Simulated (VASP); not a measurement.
Write the native input for VASP 6.6.1 that does the following.

- Task: single point
- Functional: PBEsol
- Potentials or basis: VASP PAW PBE potentials, release 64 (Mg, I)
- Cutoff: 520 eV
- k mesh: 6 × 6 × 6
- Occupations: fermi-dirac, width 0.5 eV
- Spin: no spin polarisation
- Dipole correction: no
- Further INCAR settings: ALGO = Normal; EDIFF = 1e-06; NBANDS = 15

The structure of MgI2 lies in POSCAR:

```
MgI2
1.0
    2.0274773882      1.1705646158      7.2554234560
   -2.0274773882      1.1705646158      7.2554234560
    0.0000000000     -2.3411292317      7.2554234560
Mg I
1 2
Direct
   -0.0000100368     -0.0000100368     -0.0000100368
    0.4179194843      0.4179194843      0.4179194843
    0.2487572191      0.2487572191      0.2487572191
```

The cell was built by a generator and needn't be a form met in nature.

These files were run (other wordings do the same):

INCAR

```
SYSTEM = MgI2
PREC = Accurate
ENCUT = 520
EDIFF = 1E-6
ISMEAR = -1
SIGMA = 0.5
LREAL = .False.
LASPH = .True.
NELM = 100
ALGO = Normal
ISIF = 2
LWAVE = .False.
LCHARG = .False.
GGA = PS
NBANDS = 15
```

KPOINTS

```
regular mesh
0
Gamma
  6 6 6
  0 0 0
```

Potentials or basis: VASP PAW PBE potentials, release 64 (Mg, I).

The run is started by

```console
$ cat potpaw_PBE.64/Mg/POTCAR potpaw_PBE.64/I/POTCAR > POTCAR
$ mpirun -np 1 vasp_std > vasp.out
```

It gave:

```json
{
 "Pressure": "-0.2 GPa",
 "Band gap on the k mesh": "2.67 eV, indirect (least direct gap 2.78 eV)"
}
```

Caveat: the PAW data sets were made with another functional, which shifts forces and pressure a little; spin-orbit coupling is left out, which moves the levels of the heavy elements.

It took 3.1 min on 1 thread of Intel(R) Xeon(R) Platinum 8259CL CPU @ 2.50GHz (Skylake/Cascade Lake), with other jobs on the host, peak memory 0.48 GiB.
